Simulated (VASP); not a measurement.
# Ge under changes of volume

One of the cells (20.863 Å³/atom); the others are scaled copies at fixed shape and fractional positions:

```
Ge
1.0
     5.96927    0.00000    0.00000
     0.00000    5.96927    0.00000
     0.00000    0.00000    7.02623
Ge
12
Direct
  0.37500 0.16670 0.75000
  0.33330 0.87500 0.50000
  0.62500 0.83330 0.25000
  0.66670 0.12500 0.00000
  0.87500 0.33330 0.50000
  0.83330 0.62500 0.75000
  0.12500 0.66670 0.00000
  0.16670 0.37500 0.25000
  0.57500 0.42500 0.25000
  0.92500 0.92500 0.50000
  0.42500 0.57500 0.75000
  0.07500 0.07500 0.00000
```

This isn't the form of Ge at room conditions, which is diamond.

```yaml
Program: VASP 6.6.1
Functional: PBEsol
Potentials_or_basis: VASP PAW PBE potentials, release 64 (Ge_d)
Cutoff: 520 eV
k_mesh: 5 × 5 × 4
Occupations: fermi-dirac, width 0.05 eV
Spin: no spin polarisation
```

| volume (Å³/atom) | energy over the lowest point (meV/atom) | pressure (GPa) | gap on the mesh (eV) | largest force (eV/Å) |
| --- | --- | --- | --- | --- |
| 19.227 | 23.18 | 5.9 | 0.84 | 0.978 |
| 19.636 | 10.58 | 3.9 | 0.79 | 0.932 |
| 20.045 | 2.85 | 2.1 | 0.74 | 0.889 |
| 20.863 | 0.00 | -1.0 | 0.60 | 0.813 |
| 21.272 | ? | ? | ? | ? |
| 21.682 | 10.99 | -3.4 | 0.47 | 0.745 |

Problem. What does the run at 21.272 Å³/atom give?

Solution. Energy over the lowest point 3.96 meV/atom; pressure -2.2 GPa; gap on the mesh 0.53 eV; largest force 0.778 eV/Å.

Worked out: A Birch-Murnaghan fit of order 3 (a polynomial in V^(-2/3)) to the other rows has its minimum at 20.60 Å³/atom with B0 = V·E''(V) = 73 GPa and B' = 4.9 at fixed shape and positions, which overstates the stiffness. It gives 3.95 meV/atom at 21.272 Å³/atom, against the run's 3.96, and -dE/dV = -2.2 GPa, against -2.2. A parabola through the other rows of the gap, of slope -3.64 eV per unit of ln V there, gives 0.54 eV, against the run's 0.53.

Energies are extrapolated to zero smearing.

Caveats: the PAW data sets were made with another functional, which shifts forces and pressure a little; an odd mesh through Γ misses points on the zone boundary, where band edges often lie. Spin-orbit coupling on Ge is left out.
